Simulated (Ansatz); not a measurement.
Input and command of a plane-wave DFT calculation in Ansatz:

```yaml
crystal:
  lattice:
    - [3.0806140562, -0.0268228563, -0.0416160634]
    - [-1.563536303, 2.7087932371, -0.0212258634]
    - [-0.1362400935, -0.1588959913, 10.1087695768]
  atoms:
    - { symbol: Si, position: [0.6895912385, 0.3768045104, 0.9334951429] }
    - { symbol: Si, position: [0.3418198842, 0.6720810189, 0.4418820834] }
    - { symbol: Si, position: [-0.005428857, -0.0093385336, 0.681842249] }
    - { symbol: Si, position: [-0.0095457051, -0.0210842649, 0.1880538766] }
    - { symbol: C, position: [0.6680912539, 0.3206989611, 0.7539598007] }
    - { symbol: C, position: [0.3082237059, 0.6592149962, 0.2497603543] }
    - { symbol: C, position: [0.0251281134, -0.0034753981, 0.5014441052] }
    - { symbol: C, position: [-0.0178796338, 0.0050987101, 0.001560388] }
basis:
  ecutwfc: 420
kpoints:
  mp_grid: { grid: [12, 12, 4] }
hamiltonian:
  xc: pbe
scf:
  occupations: { method: gaussian, width: 0.05 }
output:
  forces: true
  stress: true
  eigenvalues: true
```

```bash
ansatz run input.yaml --threads 2 --pin off --max-ram 5120MiB --backend cpu --events-out ev --progress --plain --runs-dir out
```

Processor: Intel(R) Xeon(R) 6975P-C (Granite Rapids), 2 threads, on a host shared with other jobs.

Q: How long does it run, and how much memory does it take?

A: About 11 s on 2 threads of Intel(R) Xeon(R) 6975P-C (Granite Rapids) (shared host), peak memory 0.74 GiB. It solves 24 bands at 292 k points (the mesh reduced by symmetry) with about 1629 plane waves, in 6 SCF iterations.
